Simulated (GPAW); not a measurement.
## FeSi: relaxation of cell and atoms with PBEsol

Crystal: FeSi.

```
CELL_PARAMETERS angstrom
4.55070 0.00000 0.00000
0.00000 4.55070 0.00000
0.00000 0.00000 4.55070
ATOMIC_POSITIONS crystal
Fe 0.86348 0.63652 0.36348
Fe 0.63652 0.36348 0.86348
Fe 0.36348 0.86348 0.63652
Fe 0.13652 0.13652 0.13652
Si 0.15760 0.34240 0.65760
Si 0.34240 0.65760 0.15760
Si 0.65760 0.15760 0.34240
Si 0.84240 0.84240 0.84240
```

```yaml
Program: GPAW 26.7.0
Task: relaxation of cell and atoms
Functional: PBEsol
Potentials_or_basis: PAW data sets generated in the run's folder for this functional
Cutoff: 600 eV
Basis: pw
k_mesh: 4 × 4 × 4
Occupations: fermi-dirac, width 0.05 eV
Spin: collinear spin, ferromagnetic start
Starting_moments: "[3.0, 3.0, 3.0, 3.0, 0.0, 0.0, 0.0, 0.0] μB"
Target_pressure: 5 GPa
Maxiter: 150
Optimizer: BFGS
Fmax: 0.02 eV/Å
Max_steps: 60
Target_pressure: 5 GPa
Convergence: density=1e-05 forces=0.0001
```

```
Relaxed volume                                         : 10.60 Å³/atom
Relaxed cell                                           : a = 4.394 Å, b = 4.394 Å, c = 4.394 Å, α = 90.00°, β = 90.00°, γ = 90.00°
Space group after relaxing (to 0.05 Å)                 : P2_13 (No. 198)
Energy change on relaxing (the enthalpy is what falls) : -54.7 meV/atom
Ionic steps                                            : 7
Pressure after relaxing                                : 4.8 GPa
Largest force after relaxing                           : 0.020 eV/Å
Band gap on the k mesh                                 : 0.15 eV, indirect (least direct gap 0.18 eV)
Net moment                                             : 0.00 μB per cell
```

Forces in eV/Å, atoms in the order of the input:
```
Fe  -0.012  0.012 -0.012
Fe   0.012 -0.012 -0.012
Fe  -0.012 -0.012  0.012
Fe   0.012  0.012  0.012
Si   0.000  0.000  0.000
Si   0.000  0.000  0.000
Si   0.000  0.000  0.000
Si   0.000  0.000  0.000
```

Step by step:
| step | energy change (eV) | largest force (eV/Å) | pressure (GPa) | volume (Å³) |
| --- | --- | --- | --- | --- |
| 1 | 0.0000 | 0.0563 | -14.73 | 94.24 |
| 2 | -0.0629 | 0.0364 | -13.62 | 93.51 |
| 3 | -0.4507 | 0.2731 | -0.86 | 86.75 |
| 4 | -0.4043 | 0.1967 | 7.23 | 84.11 |
| 5 | -0.4311 | 0.1419 | 5.13 | 84.74 |
| 6 | -0.4373 | 0.0823 | 4.71 | 84.86 |
| 7 | -0.4375 | 0.0200 | 4.78 | 84.81 |

Final structure:
```
CELL_PARAMETERS angstrom
4.39363 0.00000 0.00000
0.00000 4.39363 0.00000
0.00000 0.00000 4.39363
ATOMIC_POSITIONS crystal
Fe 0.86196 0.63804 0.36196
Fe 0.63804 0.36196 0.86196
Fe 0.36196 0.86196 0.63804
Fe 0.13804 0.13804 0.13804
Si 0.15841 0.34159 0.65841
Si 0.34159 0.65841 0.15841
Si 0.65841 0.15841 0.34159
Si 0.84159 0.84159 0.84159
```

Levels at points of the mesh, in eV from the valence-band top:
Spin up:
```
           k point  band 22  band 23  band 24  band 25  band 26  band 27
(0.00, 0.00, 0.00)    -0.29    -0.03    -0.03     0.70     0.70     0.70
(0.50, 0.00, 0.00)    -0.39     0.00     0.00     0.19     0.19     1.79
(0.50, 0.50, 0.00)    -1.06    -0.37    -0.37     0.65     0.65     1.36
(0.50, 0.50, 0.50)    -0.69    -0.69    -0.69     0.50     0.50     0.50
```
Spin down:
```tsv
k point	band 22	band 23	band 24	band 25	band 26	band 27
(0.00, 0.00, 0.00)	-0.29	-0.03	-0.03	0.70	0.70	0.70
(0.50, 0.00, 0.00)	-0.39	0.00	0.00	0.19	0.19	1.79
(0.50, 0.50, 0.00)	-1.06	-0.37	-0.37	0.65	0.65	1.36
(0.50, 0.50, 0.50)	-0.69	-0.69	-0.69	0.50	0.50	0.50
```

Run time: 14 min on 1 thread of Arm Neoverse V1, on a shared host, peak memory 0.39 GiB.

Caveat: each step starts from the last one's moments, so a moment once lost doesn't come back; the starting moments collapsed, and a magnetic state may lie lower; later steps reuse the first step's grids. A k mesh can miss the band edges.
